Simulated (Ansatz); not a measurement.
Consider the substitution at a C–C bond: `CC(C)CCO` + `OC[SiH2]O` → `COC[SiH2]O` + `CCCCO`.

Computed with Ansatz on PBE0-D4/def2-TZVP structures; ΔE is electronic, products minus reactants. CCSD(T)/CBS adds triple-zeta CCSD(T) − MP2 to the extrapolated MP2 energy (def2 sets, frozen cores). DFT in def2-TZVPP. B3LYP here is the variant with VWN-RPA as its local correlation; programs differ in this. HSE06 is defined as in plane-wave codes. One conformer a species, not always the lowest.

| level | ΔE (kJ/mol) | difference from CCSD(T)/CBS |
| --- | --- | --- |
| LDA (SPW92) | 45.7 | -1.2 |
| PBE-D4 | 41.5 | -5.4 |
| r2SCAN-D4 | 41.5 | -5.4 |
| CAM-B3LYP-D4 | 38.4 | -8.5 |
| ωB97M-V | 44.0 | -2.9 |
| B2PLYP | 39.5 | -7.4 |
| PBE-QIDH | 45.7 | -1.2 |
| PBE | 39.2 | -7.7 |
| r2SCAN | 40.8 | -6.1 |
| B3LYP | 34.3 | -12.6 |
| r2SCANh | 41.5 | -5.4 |
| HSE06 | 41.1 | -5.8 |
| CAM-B3LYP | 36.4 | -10.5 |
| RPA@PBE/def2-TZVPP | 40.3 | -6.6 |
| CCSD/def2-SVP | 39.3 | -7.6 |
| CCSD/def2-TZVPP | 43.7 | -3.2 |
| CCSD(T)/CBS | 46.9 | 0 |

Largest T1 diagnostic among the species: 0.011.

At CCSD(T), def2-SVP lies −7.1 kJ/mol from the extrapolated value and def2-TZVPP −2.2 kJ/mol. The D4 term adds +3.6 kJ/mol with B3LYP and +2.0 kJ/mol with PBE0; it sums over pairs of atoms, weighted by their polarisabilities, and B3LYP, whose exchange is more repulsive, gets the larger term. From BLYP to BHLYP (50 % exact exchange), in def2-TZVPP and without D4, ΔE moves by +4.2 kJ/mol.

CCSD(T)/CBS has its own doubt, a few kJ/mol and more with outer-core shells, so smaller differences from it don't rank the levels.
